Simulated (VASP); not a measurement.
Here is a VASP 6.6.1 calculation.

File POSCAR:

```
BAs
1.0
    0.0000000000      2.3885000000      2.3885000000
    2.3885000000      0.0000000000      2.3885000000
    2.3885000000      2.3885000000      0.0000000000
As B
1 1
Direct
    0.7500000000      0.7500000000      0.7500000000
    0.0000000000      0.0000000000      0.0000000000
```

The input INCAR.step1:

```
  PREC = Accurate
  ENCUT = 520
  EDIFF = 1E-5
  ISMEAR = 0
  SIGMA = 0.02
  LREAL = False
  LASPH = True
  NELM = 60
  ALGO = Normal
  ISIF = 2
  LWAVE = True
  LCHARG = False
  GGA = PE
  KPAR = 4
```

File INCAR.step2:

```
  PREC = Accurate
  ENCUT = 520
  EDIFF = 1E-7
  ISMEAR = 0
  SIGMA = 0.02
  LREAL = False
  LASPH = True
  NELM = 60
  ALGO = Normal
  ISIF = 2
  LWAVE = False
  LCHARG = False
  GGA = PE
  LHFCALC = True
  HFSCREEN = 0.2
  PRECFOCK = Fast
  ISTART = 1
  KPAR = 4
```

The input KPOINTS:

```
regular mesh
0
Gamma
  6 6 6
```

File KPOINTS_OPT:

```
path GXWKGLUWLK,UX
8
line-mode
reciprocal
 0.0000000000  0.0000000000  0.0000000000  G
 0.5000000000  0.0000000000  0.5000000000  X

 0.5000000000  0.0000000000  0.5000000000  X
 0.5000000000  0.2500000000  0.7500000000  W

 0.5000000000  0.2500000000  0.7500000000  W
 0.3750000000  0.3750000000  0.7500000000  K

 0.3750000000  0.3750000000  0.7500000000  K
 0.0000000000  0.0000000000  0.0000000000  G

 0.0000000000  0.0000000000  0.0000000000  G
 0.5000000000  0.5000000000  0.5000000000  L

 0.5000000000  0.5000000000  0.5000000000  L
 0.6250000000  0.2500000000  0.6250000000  U

 0.6250000000  0.2500000000  0.6250000000  U
 0.5000000000  0.2500000000  0.7500000000  W

 0.5000000000  0.2500000000  0.7500000000  W
 0.5000000000  0.5000000000  0.5000000000  L

 0.5000000000  0.5000000000  0.5000000000  L
 0.3750000000  0.3750000000  0.7500000000  K

 0.6250000000  0.2500000000  0.6250000000  U
 0.5000000000  0.0000000000  0.5000000000  X
```

Potentials or basis: VASP PAW PBE potentials, release 64 (As, B).

Run with:

```bash
$ cat potpaw_PBE.64/As/POTCAR potpaw_PBE.64/B/POTCAR > POTCAR
$ cp INCAR.step1 INCAR
$ mpirun -np 4 vasp_std > vasp.out
$ cp INCAR.step2 INCAR
$ mpirun -np 4 vasp_std > vasp.out
```

Task: Estimate the pressure.

Result: -0.6 GPa.

Task: What does it give for the band gap along the path?

Result: 1.88 eV, indirect (least direct gap 4.13 eV).

Levels at the corners of the path, in eV from the valence-band top:
```csv
point,band 1,band 2,band 3,band 4,band 5,band 6,band 7,band 8
Γ,-16.96,0.00,0.00,0.00,4.13,4.13,4.13,5.90
X,-12.26,-9.49,-4.47,-4.47,2.10,2.16,12.96,12.97
X,-12.26,-9.49,-4.47,-4.47,2.10,2.16,12.96,12.96
W,-12.08,-8.99,-5.97,-5.66,6.19,7.18,7.70,8.18
W,-12.08,-8.99,-5.97,-5.66,6.19,7.18,7.70,8.18
K,-12.32,-9.07,-6.49,-3.81,2.78,6.57,10.59,11.17
K,-12.32,-9.07,-6.49,-3.81,2.78,6.57,10.59,11.17
Γ,-16.96,0.00,0.00,0.00,4.13,4.13,4.13,5.90
Γ,-16.96,0.00,0.00,0.00,4.13,4.13,4.13,5.90
L,-13.77,-9.70,-1.99,-1.99,3.58,5.71,5.71,10.04
L,-13.77,-9.70,-1.99,-1.99,3.58,5.71,5.71,10.04
U,-12.32,-9.07,-6.49,-3.81,2.78,6.57,10.59,11.17
U,-12.32,-9.07,-6.49,-3.81,2.78,6.57,10.59,11.17
W,-12.08,-8.99,-5.97,-5.66,6.19,7.18,7.70,8.18
W,-12.08,-8.99,-5.97,-5.66,6.19,7.18,7.70,8.18
L,-13.77,-9.70,-1.99,-1.99,3.58,5.71,5.71,10.04
L,-13.77,-9.70,-1.99,-1.99,3.58,5.71,5.71,10.04
K,-12.32,-9.07,-6.49,-3.81,2.78,6.57,10.59,11.17
U,-12.32,-9.07,-6.49,-3.81,2.78,6.57,10.59,11.16
X,-12.26,-9.49,-4.47,-4.47,2.10,2.16,12.96,12.97
```

Caveat: the PAW data sets were made with another functional, which shifts forces and pressure a little; the mesh misses the band edges, which the band path finds closer together.
